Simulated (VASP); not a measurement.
# Ru (P6_3/mmc) in VASP: further runs

The runs below take Ru through single point, with PBEsol.

All numbers are computed with VASP 6.6.1; they aren't measurements. Logs are shortened: lines on timing, memory, paths and dates and some standing lists are left out, and cuts for length are marked.

## (1) The undisturbed crystal

Symmetry: P6_3/mmc, No. 194, hexagonal system. Conventional cell: a = 2.706 Å, b = 2.706 Å, c = 4.282 Å, α = 90.00°, β = 90.00°, γ = 120.00°. Around Ru (site symmetry -6m2) lie 12 Ru at 2.65 to 2.71 Å.

## (2) Single point, PBEsol (grid = ENCUT=400 dk=0.45 cell=3x3x2 ISMEAR=1 SIGMA=0.1 LREAL=Auto EDIFF=1e-06)

Contents of INCAR:

```
SYSTEM = Ru
  PREC = Accurate
  ENCUT = 400
  EDIFF = 1E-6
  ISMEAR = 1
  SIGMA = 0.1
  LREAL = Auto
  LASPH = .TRUE.
  NELM = 120
  ALGO = Fast
  ISIF = 2
  LWAVE = .FALSE.
  LCHARG = .FALSE.
  GGA = PS
  NBANDS = 288
  NCORE = 1
  KPAR = 2
```

Contents of KPOINTS:

```
Automatic mesh
0
G
  2 2 2
  0 0 0
```

Contents of POSCAR:

```
Ru
1.0
    8.1174000000      0.0000000000      0.0000000000
   -4.0587000000      7.0298746128      0.0000000000
    0.0000000000      0.0000000000      8.5638000000
Ru
36
Direct
    0.2222222222      0.1111111111      0.3750000000
    0.2222222222      0.1111111111      0.8750000000
    0.2222222222      0.4444444444      0.3750000000
    0.2222222222      0.4444444444      0.8750000000
    0.2222222222      0.7777777778      0.3750000000
    0.2222222222      0.7777777778      0.8750000000
    0.5555555556      0.1111111111      0.3750000000
    0.5555555556      0.1111111111      0.8750000000
    0.5555555556      0.4444444444      0.3750000000
    0.5555555556      0.4444444444      0.8750000000
    0.5555555556      0.7777777778      0.3750000000
    0.5555555556      0.7777777778      0.8750000000
    0.8888888889      0.1111111111      0.3750000000
    0.8888888889      0.1111111111      0.8750000000
    0.8888888889      0.4444444444      0.3750000000
    0.8888888889      0.4444444444      0.8750000000
    0.8888888889      0.7777777778      0.3750000000
    0.8888888889      0.7777777778      0.8750000000
    0.1111111111      0.2222222222      0.1250000000
    0.1111111111      0.2222222222      0.6250000000
    0.1111111111      0.5555555556      0.1250000000
    0.1111111111      0.5555555556      0.6250000000
    0.1111111111      0.8888888889      0.1250000000
    0.1111111111      0.8888888889      0.6250000000
    0.4444444444      0.2222222222      0.1250000000
    0.4444444444      0.2222222222      0.6250000000
    0.4444444444      0.5555555556      0.1250000000
    0.4444444444      0.5555555556      0.6250000000
    0.4444444444      0.8888888889      0.1250000000
    0.4444444444      0.8888888889      0.6250000000
    0.7777777778      0.2222222222      0.1250000000
    0.7777777778      0.2222222222      0.6250000000
    0.7777777778      0.5555555556      0.1250000000
    0.7777777778      0.5555555556      0.6250000000
    0.7777777778      0.8888888889      0.1250000000
    0.7777777778      0.8888888889      0.6250000000
```

Potentials or basis: VASP PAW PBE potentials, release 64 (Ru_pv).

Command:

```
cat potpaw_PBE.64/Ru_pv/POTCAR > POTCAR
mpirun -np 4 vasp_std > vasp.out
```

OUTCAR:

```text
SYSTEM = Ru
   PREC = Accurate
   ENCUT = 400
   EDIFF = 1E-6
   ISMEAR = 1
   LREAL = Auto
   LASPH = .TRUE.
   NELM = 120
   ISIF = 2
   GGA = PS

 Found      4 irreducible k-points:

 Following reciprocal coordinates:
            Coordinates               Weight
  0.000000  0.000000  0.000000      1.000000
  0.500000  0.000000  0.000000      3.000000
  0.000000  0.000000  0.500000      1.000000
  0.500000  0.000000  0.500000      3.000000
   k-points           NKPTS =      4   k-points in BZ     NKDIM =      4   number of bands    NBANDS=    288
   number of dos      NEDOS =    301   number of ions     NIONS =     36
   total plane-waves  NPLWV = 163296
   dimension x,y,z NGX =    54 NGY =   54 NGZ =   56
   dimension x,y,z NGXF=   108 NGYF=  108 NGZF=  112
   ions per type =              36
   NGX,Y,Z   is equivalent  to a cutoff of  11.06, 11.06, 10.87 a.u.
   NGXF,Y,Z  is equivalent  to a cutoff of  22.12, 22.12, 21.74 a.u.
 SYSTEM =  Ru
   PREC   = accura    normal or accurate (medium, high low for compatibility)
   ISTART =      0    job   : 0-new  1-cont  2-samecut
   ICHARG =      2    charge: 1-file 2-atom 10-const
   ISPIN  =      1    spin polarized calculation?
   LNONCOLLINEAR =      F non collinear calculations
   LSORBIT =      F    spin-orbit coupling
   LASPH  =      T    aspherical Exc in radial PAW
   ENCUT  =  400.0 eV  29.40 Ry    5.42 a.u.  13.24 13.24 13.97*2*pi/ulx,y,z
   NELM   =    120;   NELMIN=  2; NELMDL= -5     # of ELM steps
   EDIFF  = 0.1E-05   stopping-criterion for ELM
   LREAL  =      T    real-space projection
   EDIFFG = 0.1E-04   stopping-criterion for IOM
   NSW    =      0    number of steps for IOM
   IBRION =     -1    ionic relax: 0-MD 1-quasi-New 2-CG
   NFREE  =      0    steps in history (QN), initial steepest desc. (CG)
   ISIF   =      2    stress and relaxation
   ISYM   =      2    0-nonsym 1-usesym 2-fastsym
   POTIM  = 0.5000    time-step for ionic-motion
   TEBEG  =    0.0;   TEEND  =   0.0 temperature during run
   PSTRESS=    0.0 pullay stress
   NELECT =     504.0000    total number of electrons
   NUPDOWN=      -1.0000    fix difference up-down
   EMIN   =  10.00;   EMAX   =-10.00  energy-range for DOS
   EFERMI =   0.00;   METHOD = LEGACY
   ISMEAR =     1;   SIGMA  =   0.10  broadening in eV -4-tet -1-fermi 0-gaus
   EFERMI_NEDOS =   21; number of points for ismear=-14 and -15
   IALGO  =     68    algorithm
   IMIX   =      4    mixing-type and parameters
     AMIX     =   0.40;   BMIX     =  1.00
     AMIX_MAG =   1.60;   BMIX_MAG =  1.00
  volume/ion in A,a.u.               =      13.57        91.61
  Fermi-wavevector in a.u.,A,eV,Ry     =   1.654022  3.125649 37.222674  2.735789
  Thomas-Fermi vector in A             =   2.742361
   LORBIT       =      0    0 simple, 1 ext, 2 COOP (PROOUT), +10 PAW based schemes
   GGA     = PS    functional components
   LHFCALC =     F    Hartree Fock is set to
   AEXX    =    0.0000 exact exchange contribution
   IVDW    =     0    specifies the selected vdW correction
   LEPSILON=     F    determine dielectric tensor
   LRPA    =     F    only Hartree local field effects (RPA)
 non-spin polarized calculation
 RMM-DIIS sequential band-by-band and
 Methfessel and Paxton  Order N= 1 SIGMA  =   0.10
  energy-cutoff  :      400.00
  volume of cell :      488.69
 maximum number of plane-waves:      8912
 NGX is ok and might be reduce to    54
   NGX = 27   NGY = 27   NGZ = 27

 number of electron     504.0000130 magnetization

 Free energy of the ion-electron system (eV)
  ---------------------------------------------------
  ext. energy  EPLUGINS =         0.00000000
  ---------------------------------------------------
  free energy    TOTEN  =      -364.64548895 eV

  energy without entropy =     -364.57831572  energy(sigma->0) =     -364.62309787

 E-fermi :  12.9507     XC(G=0): -14.2817

 val. band max:       12.9468407679   @ k =   0.5000   0.0000   0.5000
 cond. band min:      13.0167553492   @ k =   0.5000   0.0000   0.5000
 fundamental gap:      0.0699145814
 Fermi energy:        12.9507461628

 k-point     1 :       0.0000    0.0000    0.0000
  band No.  band energies     occupation
      1     -30.9026      2.00000
      2     -30.6528      2.00000
      3     -30.6528      2.00000
      4     -30.6528      2.00000
      5     -30.6528      2.00000
      6     -30.6380      2.00000
[... 256 lines left out ...]
    263      13.3641     -0.00000
    264      13.3641     -0.00000

 k-point     2 :       0.5000    0.0000    0.0000
  band No.  band energies     occupation
      1     -30.8112      2.00000
      2     -30.8112      2.00000
      3     -30.7907      2.00000
      4     -30.7907      2.00000
      5     -30.7076      2.00000
      6     -30.7076      2.00000
[... 256 lines left out ...]
    263      13.4400     -0.00000
    264      13.7878     -0.00000

 k-point     3 :       0.0000    0.0000    0.5000
  band No.  band energies     occupation
      1     -30.7425      2.00000
      2     -30.7425      2.00000
      3     -30.6847      2.00000
      4     -30.6847      2.00000
      5     -30.6847      2.00000
      6     -30.6847      2.00000
[... 256 lines left out ...]
    263      13.1108     -0.04612
    264      13.1108     -0.04612

 k-point     4 :       0.5000    0.0000    0.5000
  band No.  band energies     occupation
      1     -30.7930      2.00000
      2     -30.7930      2.00000
      3     -30.6975      2.00000
      4     -30.6975      2.00000
      5     -30.6975      2.00000
      6     -30.6975      2.00000
[... 256 lines left out ...]
    263      13.1571     -0.01296
    264      13.1571     -0.01296
 [bands above 264 left out]

------------------------ aborting loop because EDIFF is reached ----------------------------------------

  FORCE on cell =-STRESS in cart. coord.  units (eV):
  Direction    XX          YY          ZZ          XY          YZ          ZX
  --------------------------------------------------------------------------------------
  -------------------------------------------------------------------------------------
  Total      -13.1124895    -13.1124895    -33.0106492      0.0000000      0.0000000      0.0000000
  in kB      -42.9897276    -42.9897276   -108.2264978      0.0000000      0.0000000      0.0000000
  external PRESSURE =     -64.7353177 kB  Pullay stress =       0.0000000 kB

 VOLUME and BASIS-vectors are now :
 -----------------------------------------------------------------------------
  energy-cutoff  :      400.00
  volume of cell :      488.69
      direct lattice vectors                 reciprocal lattice vectors
     8.117400000  0.000000000  0.000000000     0.123192155  0.071125024  0.000000000
    -4.058700000  7.029874613  0.000000000     0.000000000  0.142250048  0.000000000
     0.000000000  0.000000000  8.563800000     0.000000000  0.000000000  0.116770592

 POSITION                                       TOTAL-FORCE (eV/Angst)
 -----------------------------------------------------------------------------------
      1.35290      0.78110      3.21143        -0.000000      0.000000     -0.000000
      1.35290      0.78110      7.49333        -0.000000     -0.000000      0.000000
      0.00000      3.12439      3.21143         0.000000     -0.000000     -0.000000
      0.00000      3.12439      7.49333        -0.000000     -0.000000      0.000000
     -1.35290      5.46768      3.21143        -0.000000     -0.000000     -0.000000
     -1.35290      5.46768      7.49333        -0.000000      0.000000     -0.000000
[... 28 lines left out ...]
      2.70580      6.24878      1.07048         0.000000      0.000000      0.000000
      2.70580      6.24878      5.35238         0.000000      0.000000      0.000000
 -----------------------------------------------------------------------------------
    total drift:                                0.000000      0.000000      0.000000

  FREE ENERGIE OF THE ION-ELECTRON SYSTEM (eV)
  ---------------------------------------------------
  free  energy   TOTEN  =      -364.6454889482 eV

  energy  without entropy=     -364.5783157168  energy(sigma->0) =     -364.62309787
```

Wall time 3.6 min (4 MPI ranks of Intel Xeon 6975P-C (Granite Rapids), shared host); peak memory 0.4 GiB.

The run converged, but some of its settings lie outside the range that counts as converged, so its numbers aren't taken as properties of the crystal.

What came out:

```yaml
Free_energy: -364.6455 eV
Pressure: -6.5 GPa
Band_gap_on_the_k_mesh: none (metal or under the smearing width)
```

Caveat: the k mesh is coarse (spacing up to 0.45 Å⁻¹), so the values aren't converged; the PAW data sets were made with another functional, which shifts forces and pressure a little.

## (3) Single point, PBEsol (grid = ENCUT=400 dk=0.35 cell=3x3x2 ISMEAR=1 SIGMA=0.1 LREAL=Auto EDIFF=1e-06)

INCAR is that of step 2.

Contents of KPOINTS:

```
Automatic mesh
0
G
  3 3 3
  0 0 0
```

POSCAR is that of step 2.

Potentials or basis: VASP PAW PBE potentials, release 64 (Ru_pv).

Command:

```
cat potpaw_PBE.64/Ru_pv/POTCAR > POTCAR
mpirun -np 4 vasp_std > vasp.out
```

Wall time 4.3 min (4 MPI ranks of Intel Xeon 6975P-C (Granite Rapids), shared host); peak memory 0.44 GiB.

The run converged, but some of its settings lie outside the range that counts as converged, so its numbers aren't taken as properties of the crystal.

What came out:

```
Free energy            : -366.3095 eV
Pressure               : -7.5 GPa
Band gap on the k mesh : none (metal or under the smearing width)
```

Caveat: the PAW data sets were made with another functional, which shifts forces and pressure a little.

## (4) Single point, PBEsol (grid = ENCUT=400 dk=0.35 cell=3x3x2 ISMEAR=1 SIGMA=0.2 LREAL=Auto EDIFF=1e-06)

INCAR: that of step 3 with these lines changed.

```diff
@@ -5,3 +5,3 @@
   ISMEAR = 1
-  SIGMA = 0.1
+  SIGMA = 0.2
   LREAL = Auto
```

KPOINTS is that of step 3.

POSCAR is that of step 3.

Potentials or basis: VASP PAW PBE potentials, release 64 (Ru_pv).

Command:

```
cat potpaw_PBE.64/Ru_pv/POTCAR > POTCAR
mpirun -np 4 vasp_std > vasp.out
```

OUTCAR:

```text
SYSTEM = Ru
   PREC = Accurate
   ENCUT = 400
   EDIFF = 1E-6
   ISMEAR = 1
   LREAL = Auto
   LASPH = .TRUE.
   NELM = 120
   ISIF = 2
   GGA = PS

 Found      6 irreducible k-points:

 Following reciprocal coordinates:
            Coordinates               Weight
  0.000000  0.000000  0.000000      1.000000
  0.333333  0.000000  0.000000      6.000000
  0.333333  0.333333  0.000000      2.000000
  0.000000  0.000000  0.333333      2.000000
  0.333333  0.000000  0.333333     12.000000
  0.333333  0.333333  0.333333      4.000000
   k-points           NKPTS =      6   k-points in BZ     NKDIM =      6   number of bands    NBANDS=    288
[... 1684 lines left out ...]
  Total      -22.3560010    -22.3560010    -23.8818445      0.0000000      0.0000000      0.0000000
  in kB      -73.2948839    -73.2948839    -78.2974118      0.0000000      0.0000000      0.0000000
  external PRESSURE =     -74.9623932 kB  Pullay stress =       0.0000000 kB

 VOLUME and BASIS-vectors are now :
 -----------------------------------------------------------------------------
  energy-cutoff  :      400.00
  volume of cell :      488.69
      direct lattice vectors                 reciprocal lattice vectors
     8.117400000  0.000000000  0.000000000     0.123192155  0.071125024  0.000000000
    -4.058700000  7.029874613  0.000000000     0.000000000  0.142250048  0.000000000
     0.000000000  0.000000000  8.563800000     0.000000000  0.000000000  0.116770592

 POSITION                                       TOTAL-FORCE (eV/Angst)
 -----------------------------------------------------------------------------------
      1.35290      0.78110      3.21143         0.000000     -0.000000      0.000000
      1.35290      0.78110      7.49333         0.000000      0.000000     -0.000000
      0.00000      3.12439      3.21143         0.000000      0.000000      0.000000
      0.00000      3.12439      7.49333         0.000000      0.000000     -0.000000
     -1.35290      5.46768      3.21143         0.000000      0.000000      0.000000
     -1.35290      5.46768      7.49333         0.000000     -0.000000     -0.000000
[... 28 lines left out ...]
      2.70580      6.24878      1.07048        -0.000000     -0.000000      0.000000
      2.70580      6.24878      5.35238        -0.000000     -0.000000     -0.000000
 -----------------------------------------------------------------------------------
    total drift:                                0.000000      0.000000      0.000000

  FREE ENERGIE OF THE ION-ELECTRON SYSTEM (eV)
  ---------------------------------------------------
  free  energy   TOTEN  =      -366.2751702518 eV

  energy  without entropy=     -366.3715430593  energy(sigma->0) =     -366.30729452
```

OSZICAR:

```text
N       E                     dE             d eps       ncg     rms          rms(c)
DAV:   1     0.608954574272E+04    0.60895E+04   -0.26099E+05  3592   0.162E+03
DAV:   2    -0.484322084735E+02   -0.61380E+04   -0.59891E+04  3544   0.562E+02
DAV:   3    -0.372234334229E+03   -0.32380E+03   -0.30642E+03  4624   0.116E+02
DAV:   4    -0.394121091043E+03   -0.21887E+02   -0.21034E+02  4352   0.211E+01
DAV:   5    -0.395225171746E+03   -0.11041E+01   -0.10522E+01  4200   0.385E+00    0.818E+01
RMM:   6    -0.367497627480E+03    0.27728E+02   -0.80091E+01  3478   0.218E+01    0.209E+01
RMM:   7    -0.366176493626E+03    0.13211E+01   -0.26455E+01  3715   0.862E+00    0.318E+00
RMM:   8    -0.366268145076E+03   -0.91651E-01   -0.31430E+00  3928   0.291E+00    0.275E+00
RMM:   9    -0.366277039705E+03   -0.88946E-02   -0.79841E-01  4092   0.119E+00    0.827E-01
RMM:  10    -0.366271787892E+03    0.52518E-02   -0.10977E-01  3966   0.715E-01    0.152E-01
RMM:  11    -0.366274578380E+03   -0.27905E-02   -0.31790E-02  4299   0.195E-01    0.999E-02
RMM:  12    -0.366275022602E+03   -0.44422E-03   -0.49148E-03  4822   0.791E-02    0.258E-02
RMM:  13    -0.366275132698E+03   -0.11010E-03   -0.12398E-03  4551   0.354E-02    0.143E-02
RMM:  14    -0.366275156069E+03   -0.23372E-04   -0.24489E-04  4824   0.152E-02    0.126E-02
RMM:  15    -0.366275168342E+03   -0.12273E-04   -0.99380E-05  4076   0.129E-02    0.382E-03
RMM:  16    -0.366275168690E+03   -0.34738E-06   -0.17735E-05  3100   0.402E-03    0.193E-03
RMM:  17    -0.366275170416E+03   -0.17262E-05   -0.77656E-06  2627   0.191E-03    0.933E-04
RMM:  18    -0.366275170252E+03    0.16413E-06    0.19676E-06  2012   0.115E-03
   1 F= -.36627517E+03 E0= -.36630729E+03  d E =0.963728E-01
```

stdout:

```text
POSCAR found type information on POSCAR Ru
 POSCAR found :  1 types and      36 ions
 scaLAPACK will be used
 -----------------------------------------------------------------------------
|                                                                             |
|                                                                             |
|     You enforced a specific xc type in the INCAR file but a different       |
|     I HOPE YOU KNOW WHAT YOU ARE DOING!                                     |
|                                                                             |
 -----------------------------------------------------------------------------

 LDA part: xc-table for (Slater+PW92), standard interpolation
 POSCAR, INCAR and KPOINTS ok, starting setup
 FFT: planning ... GRIDC
 FFT: planning ... GRID_SOFT
 FFT: planning ... GRID
 WAVECAR not read
 entering main loop
```

It took 4.7 min on 4 MPI ranks of Intel Xeon 6975P-C (Granite Rapids), shared host; peak memory 0.44 GiB.

The run converged, but some of its settings lie outside the range that counts as converged, so its numbers aren't taken as properties of the crystal.

Results:

| Item | Value |
| --- | --- |
| Free energy | -366.2752 eV |
| Pressure | -7.5 GPa |
| Band gap on the k mesh | none (metal or under the smearing width) |

Caveat: the PAW data sets were made with another functional, which shifts forces and pressure a little.

## (5) Single point, PBEsol (grid = ENCUT=400 dk=0.35 cell=3x3x2 ISMEAR=1 SIGMA=0.1 LREAL=Auto EDIFF=0.0001)

INCAR: that of step 4 with these lines changed.

```diff
@@ -3,5 +3,5 @@
   ENCUT = 400
-  EDIFF = 1E-6
+  EDIFF = 1E-4
   ISMEAR = 1
-  SIGMA = 0.2
+  SIGMA = 0.1
   LREAL = Auto
```

KPOINTS is that of step 4.

POSCAR is that of step 4.

Command:

```
cat potpaw_PBE.64/Ru_pv/POTCAR > POTCAR
mpirun -np 4 vasp_std > vasp.out
```

Wall time 2.8 min (4 MPI ranks of Intel Xeon 6975P-C (Granite Rapids), shared host); peak memory 0.44 GiB.

These settings aren't checked as converged: the numbers below hold their error.

What came out:

* Free energy: -366.3095 eV
* Pressure: -7.4 GPa
* Band gap on the k mesh: none (metal or under the smearing width)

Caveat: the PAW data sets were made with another functional, which shifts forces and pressure a little.

## (6) Single point, PBEsol (grid = ENCUT=520 dk=0.35 cell=3x3x2 ISMEAR=1 SIGMA=0.1 LREAL=Auto EDIFF=1e-06)

INCAR: that of step 5 with these lines changed.

```diff
@@ -2,4 +2,4 @@
   PREC = Accurate
-  ENCUT = 400
-  EDIFF = 1E-4
+  ENCUT = 520
+  EDIFF = 1E-6
   ISMEAR = 1
```

KPOINTS is that of step 5.

POSCAR is that of step 5.

Potentials or basis: VASP PAW PBE potentials, release 64 (Ru_pv).

Command:

```
cat potpaw_PBE.64/Ru_pv/POTCAR > POTCAR
mpirun -np 4 vasp_std > vasp.out
```

Wall time 5.8 min (4 MPI ranks of Intel Xeon 6975P-C (Granite Rapids), shared host); peak memory 0.56 GiB.

The run converged, but some of its settings lie outside the range that counts as converged, so its numbers aren't taken as properties of the crystal.

Results:

```
Free energy            : -366.3349 eV
Pressure               : -6.7 GPa
Band gap on the k mesh : none (metal or under the smearing width)
```

Caveat: the PAW data sets were made with another functional, which shifts forces and pressure a little.
